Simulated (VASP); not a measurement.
# MgO, excitations by TDDFT: which settings are enough?

MgO, Fm-3m (no. 225), 2 atoms in the cell. HSE06, TDDFT by the Casida equation; PAW potentials Mg_GW, O_GW (PBE set). VASP 6.6.1.

Wanted: first bright excitation within 0.05 eV; spectrum broadened by 0.3 eV (imaginary part of ε) within 12 %.

Kernel: ladder with the hybrid's exchange.

POSCAR:
```
MgO
1.0
    0.0000000000      2.0970013927      2.0970013927
    2.0970013927      0.0000000000      2.0970013927
    2.0970013927      2.0970013927      0.0000000000
Mg O
1 1
Direct
    0.0000000000      0.0000000000      0.0000000000
    0.5000000000      0.5000000000      0.5000000000
```

The series start from Conduction bands in the pairs: 4; Valence bands in the pairs: 3; Largest pair energy, which also ends the spectrum (eV): 25; Cutoff of the response function (eV): 150; Grid for exchange-like terms: Normal; k mesh: 6 × 6 × 6. Each series keeps the choices made before it, and each single choice may use up half of a tolerance. Times cover all steps of a run.

## Conduction bands in the pairs

| Conduction bands in the pairs | First bright excitation (eV) | Spectrum broadened by 0.3 eV (imaginary part of ε), largest deviation against the largest value | Time (s) |
|---|---|---|---|
| 1 | 6.519 | 73 % | 89 |
| 2 | 6.519 | 57 % | 88 |
| 4 | 6.518 | 3.7 % | 113 |
| 8 (reference) | 6.518 | 0 % | 126 |

## Valence bands in the pairs

| Valence bands in the pairs | First bright excitation (eV) | Spectrum broadened by 0.3 eV (imaginary part of ε), largest deviation against the largest value | Time (s) |
|---|---|---|---|
| 1 | 6.522 | 49 % | 86 |
| 2 | 6.521 | 26 % | 91 |
| 3 | 6.518 | 0 % | 113 |
| 4 (reference) | 6.518 | 0 % | 113 |

## Largest pair energy, which also ends the spectrum (eV)

| Largest pair energy, which also ends the spectrum (eV) | First bright excitation (eV) | Spectrum broadened by 0.3 eV (imaginary part of ε), largest deviation against the largest value | Time (s) |
|---|---|---|---|
| 9 | 6.526 | 100 % | 76 |
| 13 | 6.519 | 74 % | 82 |
| 18 | 6.519 | 56 % | 95 |
| 25 (reference) | 6.518 | 0 % | 113 |

## Cutoff of the response function (eV)

| Cutoff of the response function (eV) | First bright excitation (eV) | Spectrum broadened by 0.3 eV (imaginary part of ε), largest deviation against the largest value | Time (s) |
|---|---|---|---|
| 40 | 6.513 | 7 % | 108 |
| 80 | 6.515 | 4.7 % | 105 |
| 150 (reference) | 6.518 | 0 % | 113 |

## Grid for exchange-like terms

| Grid for exchange-like terms | First bright excitation (eV) | Spectrum broadened by 0.3 eV (imaginary part of ε), largest deviation against the largest value | Time (s) |
|---|---|---|---|
| Normal | 6.515 | 0 % | 105 |
| Fast | 6.515 | 0.025 % | 95 |

## k mesh

| k mesh | First bright excitation (eV) | Spectrum broadened by 0.3 eV (imaginary part of ε), largest deviation against the largest value | Time (s) |
|---|---|---|---|
| 4 × 4 × 4 | 6.359 | 82 % | 34 |
| 6 × 6 × 6 | 6.515 | 30 % | 105 |
| 8 × 8 × 8 (reference) | 6.559 | 0 % | 376 |

## Question

The rows run from the loosest to the tightest (no order: grid for exchange-like terms). For each series: choose the loosest value from which every tighter one stays within half of the tolerance; where there is no order, keep the first row unless others stay within half of the tolerance and take at least 30 % less time, and then take the fastest.

## Answer

- Conduction bands in the pairs: 4
- Valence bands in the pairs: 3
- Largest pair energy, which also ends the spectrum (eV): 25, the tightest run, since the next looser one is off by more than half of the tolerance (convergence isn't shown beyond it)
- Cutoff of the response function (eV): 80
- Grid for exchange-like terms: Normal
- k mesh: 8 × 8 × 8, the tightest run, since the next looser one is off by more than half of the tolerance (convergence isn't shown beyond it)

## All choices together

| Input | First bright excitation (eV) | Spectrum broadened by 0.3 eV (imaginary part of ε), largest deviation against the largest value | Time (s) |
|---|---|---|---|
| default band counts on the coarsest mesh (naive) | 6.369 | 78 % | 38 |
| chosen settings | 6.559 | 5.8 % | 376 |
| reference settings throughout | 6.561 | 0 % | 658 |

The chosen settings stay within the tolerance of the reference run, but the reference itself isn't shown to be converged in: Largest pair energy, which also ends the spectrum (eV), k mesh.

## The input

INCAR.step1:
```
SYSTEM = MgO
EDIFF = 1E-5
ENCUT = 420
ISMEAR = 0
KPAR = 4
LASPH = .TRUE.
LCHARG = .FALSE.
LWAVE = .TRUE.
NBANDS = 16
PREC = Accurate
SIGMA = 0.02
```

INCAR.step2:
```
SYSTEM = MgO
ALGO = Normal
CSHIFT = 0.1
EDIFF = 1E-7
ENCUT = 420
GGA = PE
HFSCREEN = 0.2
ISMEAR = 0
ISTART = 1
KPAR = 4
LASPH = .TRUE.
LCHARG = .FALSE.
LHFCALC = .TRUE.
LOPTICS = .TRUE.
LWAVE = .TRUE.
NBANDS = 16
NEDOS = 2000
PREC = Accurate
PRECFOCK = Fast
SIGMA = 0.02
```

INCAR.step3:
```
SYSTEM = MgO
ALGO = TDHF
ANTIRES = 0
CSHIFT = 0.15
EDIFF = 1E-7
ENCUT = 420
ENCUTGW = 80
GGA = PE
HFSCREEN = 0.2
IBSE = 2
ISMEAR = 0
ISTART = 1
KPAR = 4
LADDER = .TRUE.
LASPH = .TRUE.
LCHARG = .FALSE.
LFXC = .TRUE.
LHARTREE = .TRUE.
LHFCALC = .TRUE.
LWAVE = .FALSE.
NBANDS = 16
NBANDSO = 3
NBANDSV = 4
NBSEEIG = 4
NOMEGA = 1000
OMEGAMAX = 25
PREC = Accurate
PRECFOCK = Normal
SIGMA = 0.02
```

KPOINTS:
```
Automatic mesh
0
Gamma
  8 8 8
  0 0 0
```

Commands (each step's output is kept before the next begins):
```
cat potpaw_PBE.64/Mg_GW/POTCAR potpaw_PBE.64/O_GW/POTCAR > POTCAR
cp INCAR.step1 INCAR
mpirun -np 4 vasp_std > vasp.out
cp INCAR.step2 INCAR
mpirun -np 4 vasp_std > vasp.out
cp INCAR.step3 INCAR
mpirun -np 4 vasp_std > vasp.out
```

Limits: The 8×8×8 mesh is coarse for a spectrum: peaks stand apart that a denser mesh merges; the pairs hold 3 valence and 4 conduction bands, and what lies beyond is missing from ε.

The chosen input took VASP 6.6.1 376 s on 4 cores (Intel Xeon Platinum 8488C (Sapphire Rapids)), a shared host.

## An input that fails: no orbital derivatives

VASP's message: WAVEDER is missing or contains insufficient number of bands for this calculation, which will result in incorrect transitions and dielectric function. You should redo the groundstate calculation with LOPTICS = .TRUE. If you wish to proceed anyway, you can set IDIOT = ….

Changes against the starting input:
```
(step 2)
- LOPTICS = True
```
